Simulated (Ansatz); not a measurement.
# CdSe: the cost of one run

Computed with Ansatz 0.2.0 (DFT r2SCAN, scalar-relativistic, plane waves, PAW, unless a step's input says otherwise).

The COD entry's cell or inner coordinates are ideal or old and differ from later refinements, so a difference from it is no clean test against experiment.

## Step 1: The structure to begin with

It takes space group P6_3mc (No. 186, hexagonal). Conventional cell: a = 4.298 Å, b = 4.298 Å, c = 7.015 Å, α = 90.00°, β = 90.00°, γ = 120.00°. Cd (site symmetry 3m) is surrounded by 4 Se at 2.63 Å. Around Se (site symmetry 3m) lie 4 Cd at 2.63 Å.

Structure file:

```cif
data_structure
_symmetry_space_group_name_H-M 'P6_3mc'
_symmetry_Int_Tables_number 186
_cell_length_a 4.2985
_cell_length_b 4.2985
_cell_length_c 7.0152
_cell_angle_alpha 90.000
_cell_angle_beta 90.000
_cell_angle_gamma 120.000
_cell_volume 112.25
loop_
_atom_site_label
_atom_site_type_symbol
_atom_site_symmetry_multiplicity
_atom_site_Wyckoff_symbol
_atom_site_fract_x
_atom_site_fract_y
_atom_site_fract_z
_atom_site_occupancy
Cd1 Cd 2 b 0.66667 0.33333 0.00000 1
Se1 Se 2 b 0.66667 0.33333 0.37500 1
```

No relaxation comes first: the listed cell is the starting point.

## Step 2: The reference cell

Reference values: F = -27495.6556 eV; pressure 1.55 GPa; largest force 0.022 eV/Å; gap on the mesh 1.17 eV. It was computed beforehand with the settings of the runs below.

## Step 3: Setting up a sublattice displacement scan

Every Se atom is moved by x along the Cartesian unit vector (0.707, -0.707, 0.000); the cell and all other atoms stay fixed. Forces below are components along that vector, summed over the moved atoms.

## Step 4: x = -0.300 Å

Input file input.yaml:

```yaml
crystal:
  lattice:
    - [4.2984999142, 0.0, 0.0]
    - [-2.1492499571, 3.7226101239, 0.0]
    - [0.0, 0.0, 7.0152]
  atoms:
    - { symbol: Cd, position: [0.6666666667, 0.3333333333, 0.0] }
    - { symbol: Cd, position: [0.3333333333, 0.6666666667, 0.5] }
    - { symbol: Se, position: [0.6458087979, 0.3903180906, 0.375] }
    - { symbol: Se, position: [0.3124754645, 0.7236514239, 0.875] }
basis:
  ecutwfc: 500
kpoints:
  mp_grid: { grid: [6, 6, 4] }
hamiltonian:
  xc: r2scan
scf:
  occupations: { method: gaussian, width: 0.05 }
output:
  forces: true
  stress: true
  eigenvalues: true
```

Command:

```sh
ansatz run input.yaml --threads 1 --pin off --max-ram 2560MiB --backend cpu --events-out ev --progress --plain --runs-dir out
```

Q: Estimate wall time and peak memory on 1 thread of Intel Xeon Platinum 8259CL at 2.50GHz (Skylake/Cascade Lake), shared host.

About 85 s, with a peak of 0.77 GiB.
